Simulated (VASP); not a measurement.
A run of VASP 6.6.1 is set up as follows.

The input INCAR:

```
SYSTEM = Nd
  PREC = Accurate
  ENCUT = 600
  EDIFF = 1E-6
  ISMEAR = -1
  SIGMA = 0.05
  LREAL = .False.
  LASPH = .True.
  NELM = 100
  ALGO = Normal
  ISIF = 3
  LWAVE = .False.
  LCHARG = .False.
  ISPIN = 2
  MAGMOM = 3
  LORBIT = 11
  LMAXMIX = 6
  GGA = PE
  IBRION = 2
  NSW = 60
  EDIFFG = -0.02
```

KPOINTS

```
Automatic mesh
0
Gamma
  7 7 7
  0 0 0
```

Contents of POSCAR:

```
Nd
1.0
   -2.0754700287      2.0754700287      2.0754700287
    2.0754700287     -2.0754700287      2.0754700287
    2.0754700287      2.0754700287     -2.0754700287
Nd
1
Direct
    0.0000000000      0.0000000000      0.0000000000
```

Potentials or basis: VASP PAW PBE potentials, release 64 (Nd_3), 4f in core.

Launch:

```bash
$ cat potpaw_PBE.64/Nd_3/POTCAR > POTCAR
$ mpirun -np 1 vasp_std > vasp.out
```

Q: What does it give for the net moment?

A: 0.24 μB per cell.

Q: Predict the relaxed volume.

A: 35.30 Å³/atom.

Q: Predict the band gap on the k mesh.

A: None (metal or under the smearing width).

Step by step:
```tsv
step	energy change (eV)	largest force (eV/Å)	pressure (GPa)	volume (Å³)
1	0.0000	0.0000	-0.40	35.76
2	-0.0005	0.0000	0.03	35.30
```

Caveat: the magnetic or orbital state may not be the lowest; spin-orbit coupling is left out, which moves the levels of the heavy elements; the 4f electrons are frozen in the core as for a trivalent ion, so they carry no moment and show no levels. The state reached can hang on the start; a lower one may exist.
